**Q:** I need the stress along the c axis of a fixed cell of white tin. As I widen the smearing, the zz stress climbs and then seems to level off: its last two narrow-width values agree. May I call 1.23 GPa converged?

Ansatz 0.2.0, PBE, all-electron LAPW, scalar-relativistic, without spin polarisation: white tin (space group I4_1/amd, 2 atoms per cell) at fixed geometry. All rows use a 9×9×9 k mesh, Gaussian smearing and a basis error target of 0.001 eV per atom. The z axis lies along c, and stress is positive in compression.

| smearing width | stress zz (GPa) |
| --- | --- |
| 0.018 eV | 1.190 |
| 0.02 eV | 1.200 |
| 0.023 eV | 1.210 |
| 0.025 eV | 1.220 |
| 0.027 eV | 1.230 |
| 0.028 eV | 1.230 |
| 0.1 eV | 1.140 |

**A:** No. The agreement at 0.027 and 0.028 eV comes from rounding: the table's values are rounded to 0.01 GPa, and the unrounded stresses are 1.227 and 1.229 GPa. At 0.1 eV the stress has dropped to 1.14 GPa, about 7% below the value at 0.028 eV. The unrounded stresses do rise ever more slowly over the narrow widths, but that was no sign of a final value.

**Q:** Why does a purely numerical width change a stress at all?

**A:** In a metal, bands cross the Fermi level, and the calculation must add up the filled part of each band. It does so on a finite mesh of k points, so it sees separate levels where the crystal has a continuum. Smearing gives levels near the Fermi level fractional occupations, which blurs the separate levels into a smooth sum.

The blur works only if it is wider than the gaps between the levels. If it is narrower, the result depends on where a few levels happen to lie. Changing the width then moves electrons among those few levels, and the stress follows them.

**Q:** Can I recognise this without running a second mesh?

**A:** You can get a strong hint from the entropy term $TS$, which the program reports with the energy. Let $\sigma$ be the smearing width and $g$ the number of electron states per eV and cell at the Fermi level. The number of partly filled states grows as $g\sigma$, and each contributes an amount proportional to $\sigma$. For the usual Gaussian occupations and a flat, well-sampled density of states, the sum is

$$TS=\tfrac12\,g\,\sigma^2 .$$

Turn this round and compute $g=2TS/\sigma^2$ for each row. A property of the crystal should not depend on the smearing, yet this apparent $g$ falls from 1.86 at 0.018 eV to 1.50 at 0.028 eV and 0.97 at 0.1 eV. The likely reason is that the narrow window sees a cluster of levels close to the Fermi level and mistakes it for a high density of states, while the wide window averages that cluster with its surroundings.

**Q:** How far apart are the levels on this mesh?

**A:** The mesh has $9^3=729$ points, and symmetry makes up to 16 of them equivalent. Equivalent points have the same energies, so their levels enter the window together, as one lump. With two electrons per level, a full lump holds $2\times16/729=0.044$ electrons per cell. Dividing by the apparent density of states from the widest smearing gives the mean spacing:

$$\frac{0.044}{0.97\ \text{eV}^{-1}}\approx 0.045\ \text{eV}.$$

The narrow widths, 0.018 to 0.028 eV, are all smaller than this. The estimate is rough, because points on symmetry planes form smaller lumps that lie closer together. It still suggests that these widths cannot smooth the sum reliably.

**Q:** Then why is the stress curve so smooth? I would have expected noise from bad sampling.

**A:** The mesh is the same in every row, so the same few levels are being filled and emptied gradually. Suppose that they lie at a distance $D$ from the Fermi level, half of them below and half above. The number of electrons is fixed, so those that leave the lower levels must enter the upper ones. The fraction transferred is

$$f=\tfrac12\,\mathrm{erfc}(D/\sigma),$$

where erfc is the complementary error function. This fraction grows with the width but levels off towards one half. In this picture the rise in stress slows down because the transfer is saturating, while the sampling remains as coarse as before.

**Q:** And why does the transfer change the stress?

**A:** Each level has its own response to strain. Stretching the cell along c shifts some levels more than others, so moving electrons between them changes the force on the cell. From 0.018 to 0.028 eV the zz stress rises by 0.039 GPa, while the xx stress falls by 0.018 GPa. Since xx counts twice in the average, the pressure changes by only about 0.001 GPa. Over these narrow widths, a convergence test on the pressure alone would have missed the problem.

**Q:** Does the picture of a few levels hold up in numbers?

**A:** For the narrow widths it does. For such levels the entropy term should follow $\sigma\exp(-D^2/\sigma^2)$, and a fit to the six narrow rows puts $D$ near 11 meV. The same fit counts about 32 mesh points in these levels, as many as two full lumps would hold. With $D$ taken from the entropy, a straight line in $f$ was then fitted to the zz stresses of the same rows. The slope, and with it the size of the rise, is fitted; what is tested is the shape of the curve. The line misses no stress by more than about 0.0001 GPa, while the stresses rise by 0.039 GPa.

A well-sampled metal with a smooth density of states would instead give a stress that changes as $\sigma^2$. That law, fitted to the same six rows, has a root-mean-square miss about 30 times as large. The output below gives both fits.

**Q:** Does the picture also explain the low value at 0.1 eV?

**A:** Only in part. Continued to that row, which was not fitted, the line gives 1.29 GPa instead of 1.14 GPa. The entropy term shows what has changed: it is twice what the few levels can supply. Further levels have entered the window, and they bring their own responses to strain.

**Q:** So is 0.1 eV the value to trust, since it is wider than the spacing?

**A:** Not yet. It averages over more levels, but its window still holds the equivalent of only about 63 mesh points, or four full lumps. Wide smearing also has a bias of its own, because it occupies states that should be empty. Going to ever smaller widths on this mesh is no way out either: it would lead to the stress of this particular set of points, not to that of the crystal.

**Q:** What should I do, then?

**A:** Keep the width fixed and refine the mesh until the individual stress components stop moving. Then reduce the width and refine the mesh again, because a narrower window needs a denser mesh. Doubling the mesh in each direction gives eight times as many points, so the estimated spacing shrinks to $45/8\approx6$ meV, well below all the widths used here.

That run would also test the explanation. The drifting $g$ shows that the entropy law for a constant density of states fails, but real fine structure in that density could produce a similar drift. If the coarse mesh is to blame, as the spacing suggests, the drift should become clearly weaker on the denser one.

Output of the analysis:

```
fit of y on 6 rows (w < 0.05): constant -3.704 +/- 0.0045, coefficient of u -0.000126 +/- 2.2e-06; rms 0.00286, worst 0.028 eV -0.004, leave-one-out rms 0.00507
  rows outside the fit (model, value, miss): 0.1 eV -3.716, -3.022, -0.694
fit of zz on 6 rows (w < 0.05): constant 1.113 +/- 0.00025, coefficient of up 0.4095 +/- 0.00099; rms 6.83e-05, worst 0.023 eV 0.000112, leave-one-out rms 0.000121
  rows outside the fit (model, value, miss): 0.1 eV 1.291, 1.144, 0.147
fit of zz on 6 rows (w < 0.05): constant 1.165 +/- 0.0036, coefficient of w2 84.53 +/- 6.1; rms 0.00201, worst 0.018 eV 0.00277, leave-one-out rms 0.00336
  rows outside the fit (model, value, miss): 0.1 eV 2.011, 1.144, 0.866
Diagnosis by row:
       row  entropy term meV per cell  apparent states per eV and cell  mesh points in window  transferred occupation  xx GPa  zz GPa
  0.018 eV                     0.3014                             1.86                  21.63                  0.1889   1.544    1.19
   0.02 eV                     0.3589                            1.795                  23.19                  0.2137    1.54     1.2
  0.023 eV                     0.4448                            1.682                  24.99                   0.245   1.534   1.213
  0.025 eV                     0.5021                            1.607                  25.95                  0.2627   1.531    1.22
  0.027 eV                     0.5602                            1.537                  26.81                  0.2783   1.528   1.227
  0.028 eV                     0.5897                            1.504                  27.21                  0.2854   1.526   1.229
    0.1 eV                      4.869                           0.9738                  62.91                  0.4369   1.538   1.144
Change of zz stress from 0.018 to 0.028 eV in GPa: 0.03945
Change of xx stress over the same rows in GPa: -0.01757
Change of pressure over the same rows in GPa: 0.001436
Change of zz stress from 0.028 to 0.1 eV in GPa: -0.08513
Mean spacing of 16-point lumps in meV: 45.08
Power of the width in the entropy term from 0.018 to 0.028 eV: 1.519
Rough distance D of the levels from the Fermi level in meV: 11.22
Rough number of mesh points in these levels: 31.83
Entropy term at 0.1 eV over the few-level prediction: 2.002
Rms miss of quadratic law over that of few-level law for zz: 29.42
```
